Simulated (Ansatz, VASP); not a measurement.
**One calculation of Sn, two programs**

```
Sn
1.0
    -2.93898    2.93898    1.60436
     2.93898   -2.93898    1.60436
     2.93898    2.93898   -1.60436
Sn
2
Direct
  0.00000 0.00000 0.00000
  0.75000 0.25000 0.50000
```

Alike in both runs: task single point; functional LDA; k mesh 10 × 10 × 10; occupations fermi-dirac, width 0.1 eV; no spin polarisation.

|  | VASP | Ansatz |
| --- | --- | --- |
| version | VASP 6.6.1 | Ansatz 0.2.0 |
| potentials or method | VASP PAW LDA potentials, release 64 (Sn_d) | plane waves, PAW |
| plane-wave cutoff (eV) | 520 | 476 |
| valence electrons in the cell | 28 | 28 |

VASP gave:

* pressure (GPa): -2.9
* largest component of the traceless stress (GPa): 0.58

Q: Which values does Ansatz return?

A: Pressure (GPa): -2.9; largest component of the traceless stress (GPa): 0.60.
